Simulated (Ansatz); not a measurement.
## A series in volume scale on YN

Results calculated with Ansatz 0.2.0, not measured. Periodic Kohn-Sham DFT of a crystal at fixed atoms, scaled to volume_scale times the given cell; pressure positive in compression, energy less spherical unpolarised free atoms, largest_vzz the field gradient of largest size among the nuclei.

The cell before it is scaled or strained (space group Fm-3m, No. 225):
```
cell vectors (Å)
   0.0000     2.4385     2.4385
   2.4385     0.0000     2.4385
   2.4385     2.4385     0.0000
atoms (fractions of the cell vectors)
Y   0.00000  0.00000  0.00000
N   0.50000  0.50000  0.50000
```

Settings of every row: method all-electron PAW; functional PBE; relativity scalar; k mesh 9x9x9; filling fermi-dirac; smearing width 0.03 eV; nucleus gaussian.

Atom start moment: 0 on all atoms.

Limits: small gap, it may come from the mesh.

| row | volume scale | V (Å³/atom) | pressure (GPa) |
| --- | --- | --- | --- |
| 1 | 0.94 | 13.63 | 15.05 |
| 2 | 0.96 | 13.92 | 10.61 |
| 3 | 0.98 | 14.21 | 6.603 |
| 4 | 0.99 | 14.355 | 4.749 |
| 5 | 1.01 | 14.645 | 1.313 |
| 6 | 1.02 | 14.79 | ? |
| 7 | 1.04 | 15.08 | -3.222 |

Question: what pressure should row 6 give?

Worked fit of pressure. Take u = (V_r/V)^(2/3) − 1 with V_r = 14.283 Å³ an atom, which is twice the finite (Eulerian) strain; such expansions in the strain, on which the Birch-Murnaghan equation of state is built, carry the rest volume and the bulk modulus. The shown rows have u = 0.03169, 0.01731, 0.00342, -0.00335, -0.01655, -0.03555. Least squares give pressure = 5.6583 + 273.91 × u + 694.17 × u² + 449 × u³ GPa; a parabola predicts inner rows, each left out in turn, worse (root mean square 0.0053 against 0.00058 GPa). The rows lie off it by 0.000, 0.000, 0.000, 0.001, 0.000, 0.000. The pressure vanishes at u = -0.0219, or V = 14.76 Å³ an atom, and there the bulk modulus at fixed shape and fractions is B = −V dP/dV = (2/3)(1 + u) dP/du = 159 GPa. The withheld row has u = -0.02299, so the fit gives 5.6583 + 273.91 × (-0.02299) + 694.17 × (-0.02299)² + 449 × (-0.02299)³ = -0.277 GPa.

The calculation gave -0.277 GPa. The fit meets it to the printed digit.
